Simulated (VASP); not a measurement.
Write the native input for VASP 6.6.1 that does the following.

| Item | Value |
| --- | --- |
| Task | Born charges and dielectric tensor |
| Functional | PBE |
| Potentials or basis | VASP PAW PBE potentials, release 64 (Pt, S) |
| Cutoff | 520 eV |
| k mesh | 9 × 9 × 5 |
| Occupations | fermi-dirac, width 0.05 eV |
| Spin | no spin polarisation |
| Further INCAR settings | ALGO = Normal; EDIFF = 1e-08; IBRION = 8 |

The structure of PtS2 lies in POSCAR:

```
PtS2
1.0
    3.5432000000      0.0000000000      0.0000000000
   -1.7716000000      3.0685012107      0.0000000000
    0.0000000000      0.0000000000      5.0388000000
Pt S
1 2
Direct
    0.0000000000      0.0000000000      0.0000000000
    0.6666666667      0.3333333333      0.7730000000
    0.3333333333      0.6666666667      0.2270000000
```

The input as run:

INCAR

```
PREC = Accurate
ENCUT = 520
EDIFF = 1E-8
ISMEAR = -1
SIGMA = 0.05
LREAL = False
LASPH = True
NELM = 80
ALGO = Normal
ISIF = 2
LWAVE = False
LCHARG = False
GGA = PE
LEPSILON = True
IBRION = 8
```

KPOINTS

```
Automatic mesh
0
Gamma
  9 9 5
```

Potentials or basis: VASP PAW PBE potentials, release 64 (Pt, S).

Launch:

```sh
$ cat potpaw_PBE.64/Pt/POTCAR potpaw_PBE.64/S/POTCAR > POTCAR
$ mpirun -np 1 vasp_std > vasp.out
```

Results of the run:

```yaml
Band_gap_on_the_k_mesh: 1.03 eV, indirect (least direct gap 1.08 eV)
Electronic_dielectric_tensor_diagonal: 18.14, 18.14, 9.58
Born_charges_mean_of_the_diagonal: Pt +1.75; S -0.88 e
Highest_phonon_frequency_at_Γ_LO-TO_splitting_left_out: 353 cm⁻¹
```

Caveat: spin-orbit coupling is left out, which moves the levels of the heavy elements; an odd mesh through Γ misses points on the zone boundary, where band edges often lie.

It took 7.5 min on 1 thread of Intel(R) Xeon(R) 6975P-C (Granite Rapids), with other jobs on the host, peak memory 0.5 GiB.
